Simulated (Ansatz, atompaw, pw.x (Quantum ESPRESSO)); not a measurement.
## From atom to crystal: PAW (atompaw) potential for lithium (Li)

Li (Z = 3), PAW, made with atompaw 4.2.0.5 (PBE, scalar-relativistic). Core [He], reference 2s1 2p0. Waves: 2s (bound): rc 2.60 bohr; 2s channel at 0.75 Ry: rc 2.60 bohr; 2p (bound, empty): rc 3.00 bohr; 2p channel at 2.2 Ry: rc 3.00 bohr; 3d channel at 0.2 Ry: rc 3.00 bohr. Local part: troulliermartins scheme with l = 3 at 1 Ry, radius 2.40 bohr. Core correction: smooth core density matched at 2.85 bohr. Augmentation charge: besselshape compensation charge, radius 2.40 bohr; PAW radius 3.00 bohr; waves and projectors: custom polynom2 7 10 vanderbiltortho.

Atomic tests: cutoffs needed: 6 Ry and 6 Ry (the cutoffs (Ry, on a coarse ladder) from which the occupation-weighted sum of valence levels, in a spherical-Bessel basis at the reference potential, stays within 10 and 1 mRy of its value at 400 Ry); ghost test: no extra level below or beside the all-electron valence levels (s, p, d, f tested) (spherical-Bessel basis up to 400 Ry, 20 bohr box); lowest eigenvalue of the overlap operator: 0.84 (p channel).

Crystal test: fcc Li in pw.x 7.5, no spin, 13³ k-points, Fermi–Dirac smearing 0.01 Ry, cutoffs 40/400 Ry. The reference is all-electron LAPW (Ansatz 0.2.0) with the same functional, mesh and smearing; V0 and B0 come from Birch–Murnaghan fits to the pressures at five volumes. Errors are pseudo minus all-electron; Δ is the rms difference of the E(V) curves that follow from these fits, minima aligned, over ±6 % about the mean V0. Mesh and smearing are coarse, so the numbers serve the comparison and aren't converged zero-temperature values; the lattice is a test structure that the element need not adopt.

```tsv
V (Å³/atom)	P all-electron (GPa)	P pseudo (GPa)
19.331	0.71	0.83
19.839	0.31	0.43
20.348	-0.05	0.06
20.857	-0.37	-0.26
21.365	-0.66	-0.56
```

All-electron: a0 = 4.329 Å (V0 = 20.28 Å³/atom), B0 = 13.7 GPa.

Pseudopotential: mean pressure error (GPa): +0.11; a0 (Å): 4.340; a0 error (%): +0.27; B0 error (%): -1.0; Δ (meV/atom): 0.5.

Problem. At the middle volume, how do free energy and pressure move when the wave cutoff is lowered (ecutrho held at 400 Ry)?

Solution.

```
cutoff (Ry)  shift of F (meV/atom)  shift of P (GPa)
         18                   +0.6             -0.00
         24                   +0.4             +0.00
         32                   +0.1             +0.00
```

The run at the middle volume (84 k-points, 11 iterations) took about 6.9 s on one core of a shared host (Intel(R) Xeon(R) 6975P-C, 192 threads, 1512 GiB, load 57).
